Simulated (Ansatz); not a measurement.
A run of Ansatz 0.2.0:

input.yaml

```yaml
crystal:
  lattice:
    - [0.0, 3.05006681, 3.05006681]
    - [3.05006681, 0.0, 3.05006681]
    - [3.05006681, 3.05006681, 0.0]
  atoms:
    - { symbol: Ti, position: [0.5, 0.5, 0.5] }
    - { symbol: Te, position: [0.0, 0.0, 0.0] }
hamiltonian:
  xc: r2scan
  pseudopotentials: { kind: paw }
kpoints:
  mp_grid: { grid: [8, 8, 8] }
scf:
  occupations: { method: fermi_dirac, width: 0.05 }
output:
  forces: true
  stress: true
  eigenvalues: true
  write_density: true
  write_potential: true
  elf: true
  volumetric_format: npy
```

Potentials or basis: Ansatz PAW.

Run with:

```console
$ ansatz run input.yaml --threads 2 --pin off --max-ram 5632MiB --backend cpu --events-out ev --progress --plain --runs-dir out
```

Hardware: 2 threads of Arm Neoverse V1, on a shared host.

Q: Estimate the wall time of this run.

A: Wall time 5.3 s on 2 threads of Arm Neoverse V1, on a shared host, peak memory 0.49 GiB. Counts: scf iterations 8, plane waves 1459, k points 29, bands 18.
